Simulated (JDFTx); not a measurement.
A run of JDFTx 1.7.0 (patched build) is set up as follows.

TePb.in

```
lattice \
    0.0000000000     6.1057051087     6.1057051087 \
    6.1057051087     0.0000000000     6.1057051087 \
    6.1057051087     6.1057051087     0.0000000000
coords-type Lattice
ion Pb     0.0000000000     0.0000000000     0.0000000000 1
ion Te     0.5000000000     0.5000000000     0.5000000000 1

ion-species pseudo/Pb.upf
ion-species pseudo/Te.upf
elec-cutoff 40 320
elec-ex-corr gga-PBEsol
kpoint-folding 7 7 7
elec-smearing Fermi 0.0018374661
elec-n-bands 22
electronic-SCF nIterations 100 energyDiffThreshold 1e-09
electronic-minimize nIterations 30 energyDiffThreshold 1e-7
converge-empty-states yes
forces-output-coords Cartesian

dump-name run.$VAR
dump End Ecomponents EigStats BandEigs Kpoints Forces Stress ElecDensity Dtot KEdensity
```

Potentials or basis: PseudoDojo-SR-PBEsol-0.4.1-standard with smoothed tails.

The run is started by

```sh
$ jdftx -c 1 -i TePb.in -o TePb.out
```

Q: What does it give for the Loewdin charges?

A: Pb +0.17; Te -0.13 e.

Q: Predict the pressure.

A: -0.4 GPa.

 The run has no spin-orbit coupling, so splittings on Pb, Te are missing.
